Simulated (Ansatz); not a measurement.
# InGa2P3: the cost of one run

Program: Ansatz 0.2.0. Level of theory: DFT PBE, scalar-relativistic, plane waves, PAW. These are calculated values, not measurements.

1 further run of the same task is left out (set aside as unsound or not needed).

**1. The system as given**

The structure is tetragonal, space group I4/mmm (No. 139). The conventional cell has a = 3.867 Å, b = 3.867 Å, c = 16.408 Å, α = 90.00°, β = 90.00°, γ = 90.00°. In (site symmetry 4/mmm) is surrounded by 6 P at 2.73 Å. Ga (site symmetry 4mm) has 6 P at 2.73 Å as nearest neighbours. Around P (site symmetry 4mm) lie 5 Ga at 2.73 Å and 1 In at 2.73 Å. Around P (site symmetry 4/mmm) lie 4 In at 2.73 Å and 2 Ga at 2.73 Å.

Coordinates:

```xyz
6
Lattice="-1.9337 1.9337 8.2040 1.9337 -1.9337 8.2040 1.9337 1.9337 -8.2040" Properties=species:S:1:pos:R:3 pbc="T T T"
In    0.0000    0.0000    0.0000
Ga    0.0000    0.0000   10.9387
Ga    0.0000    0.0000    5.4693
P     0.0000    0.0000    2.7347
P     0.0000    0.0000   13.6733
P     0.0000    0.0000    8.2040
```

The start is an ordering of an alloy on its end members' structure types: elements ordered on the sites of the InP type, Ga/In on In (I4/mmm, No. 139).

**2. The guess as it stands, on a coarse mesh**

input.yaml reads:

```yaml
crystal:
  lattice:
    - [-1.93370371, 1.93370371, 8.20401002]
    - [1.93370371, -1.93370371, 8.20401002]
    - [1.93370371, 1.93370371, -8.20401002]
  atoms:
    - { symbol: In, position: [0.0, 0.0, 0.0] }
    - { symbol: Ga, position: [0.66666667, 0.66666667, 0.0] }
    - { symbol: Ga, position: [0.33333333, 0.33333333, 0.0] }
    - { symbol: P, position: [0.16666667, 0.16666667, 0.0] }
    - { symbol: P, position: [0.83333333, 0.83333333, 0.0] }
    - { symbol: P, position: [0.5, 0.5, 0.0] }
basis:
  ecutwfc: 420
kpoints:
  mp_grid: { grid: [6, 6, 6] }
hamiltonian:
  xc: pbe
scf:
  occupations: { method: gaussian, width: 0.1 }
  lower_state_search: "off"
output:
  forces: true
  stress: true
  eigenvalues: true
```

On the command line:

```sh
$ ansatz run input.yaml --threads 1 --pin off --max-ram 2560MiB --backend cpu --events-out ev --progress --plain --runs-dir out
```

What time and memory should one allow on 1 thread of Intel Xeon at 2.50GHz (Skylake/Cascade Lake), shared host?

About 21 s, with a peak of 0.45 GiB.
